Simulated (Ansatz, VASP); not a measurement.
## ZnO in VASP and in Ansatz

The input INCAR:

```
SYSTEM = ZnO
ALGO     = Normal         ! electronic algorithm
EDIFF    = 1E-6           ! SCF threshold, eV
ENCUT    = 520            ! plane-wave cutoff, eV
GGA      = PS             ! functional
ISIF     = 2              ! what is computed and relaxed
ISMEAR   = 0              ! smearing method
IVDW     = 13             ! dispersion correction
LASPH    = .TRUE.         ! aspherical terms in the spheres
LCHARG   = .FALSE.        ! write CHGCAR
LREAL    = .FALSE.        ! projectors in reciprocal space
LWAVE    = .FALSE.        ! write WAVECAR
NBANDS   = 26             ! bands
NELM     = 80             ! most SCF steps
PREC     = Accurate       ! precision mode
SIGMA    = 0.01           ! smearing width, eV
```

The input KPOINTS:

```
k-points
0
G
  6 6 4
  0 0 0
```

Contents of POSCAR:

```
ZnO
1.0
    3.2879700000      0.0000000000      0.0000000000
   -1.6439800000      2.8474600000      0.0000000000
    0.0000000000      0.0000000000      7.1304400000
Zn O
2 2
Direct
    0.0000000000      0.0000000000      0.7500000000
    0.0000000000      0.0000000000      0.2500000000
    0.3333333333      0.6666666667      0.2500000000
    0.6666666667      0.3333333333      0.7500000000
```

Input for Ansatz:

```yaml
crystal:
  lattice:
    - [3.28797, 0.0, 0.0]
    - [-1.64398, 2.84746, 0.0]
    - [0.0, 0.0, 7.13044]
  atoms:
    - { symbol: Zn, position: [0.0, 0.0, 0.75] }
    - { symbol: Zn, position: [0.0, 0.0, 0.25] }
    - { symbol: O, position: [0.3333333333333333, 0.6666666666666666, 0.25] }
    - { symbol: O, position: [0.6666666666666666, 0.3333333333333333, 0.75] }
basis:
  ecutwfc: 517.016338673772
kpoints:
  mp_grid:
    grid: [6, 6, 4]
hamiltonian:
  xc: pbesol
  dispersion: d4
scf:
  occupations:
    method: fixed
output:
  eigenvalues: true
```

Measurements of this composition are mostly on another form, of space group No. 186.

Alike in both runs: task single point; functional PBEsol; dispersion D4; k mesh 6 × 6 × 4; no spin polarisation.

|  | VASP | Ansatz |
| --- | --- | --- |
| version | VASP 6.6.1 | Ansatz 0.2.0 |
| potentials or method | VASP PAW PBE potentials, release 64 (Zn, O) | plane waves, PAW |
| plane-wave cutoff (eV) | 520 | 517 |
| occupations | gaussian, width 0.01 eV | fixed |
| valence electrons in the cell | 36 | 36 |

Ansatz gave:

* gap on the k mesh at the Fermi level (eV): 0.75
* dispersion energy (meV/atom): -98.0

Question: Estimate VASP's values.

Answer: gap on the k mesh at the Fermi level (eV): 0.75; dispersion energy (meV/atom): -97.9.

 As with any semilocal functional, this PBEsol gap is likely too small. A k mesh can miss the band edges.
